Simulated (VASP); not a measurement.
The system is CuI (Marshite).

```
CELL_PARAMETERS angstrom
0.00000 3.03150 3.03150
3.03150 0.00000 3.03150
3.03150 3.03150 0.00000
ATOMIC_POSITIONS crystal
Cu 0.25000 0.25000 0.25000
I 0.00000 0.00000 0.00000
```

* Program: VASP 6.6.1
* Task: relaxation of cell and atoms
* Functional: PBEsol
* Potentials or basis: VASP PAW PBE potentials, release 64 (Cu, I)
* Cutoff: 600 eV
* k mesh: 8 × 8 × 8
* Occupations: gaussian, width 0.03 eV
* Spin: no spin polarisation

At the start: pressure -2.5 GPa; volume 27.86 Å³/atom.

Task: Where does the relaxation end?

Result: Over 3 steps the energy falls by 13.3 meV/atom and the volume is 26.28 Å³/atom (-5.7 %); space group F-43m (No. 216, to 0.05 Å).

The path:
```csv
step,energy change (eV),largest force (eV/Å),pressure (GPa),volume (Å³)
1,0.0000,0.0000,-2.46,55.72
2,-0.0265,0.0000,0.23,52.34
3,-0.0266,0.0000,-0.06,52.56
```

Final structure:
```yaml
crystal:
  lattice:
    - [0.00000, 2.97300, 2.97300]
    - [2.97300, 0.00000, 2.97300]
    - [2.97300, 2.97300, 0.00000]
  atoms:
    - { symbol: Cu, position: [0.25000, 0.25000, 0.25000] }
    - { symbol: I, position: [0.00000, 0.00000, 0.00000] }
```

Caveat: the PAW data sets were made with another functional, which shifts forces and pressure a little.
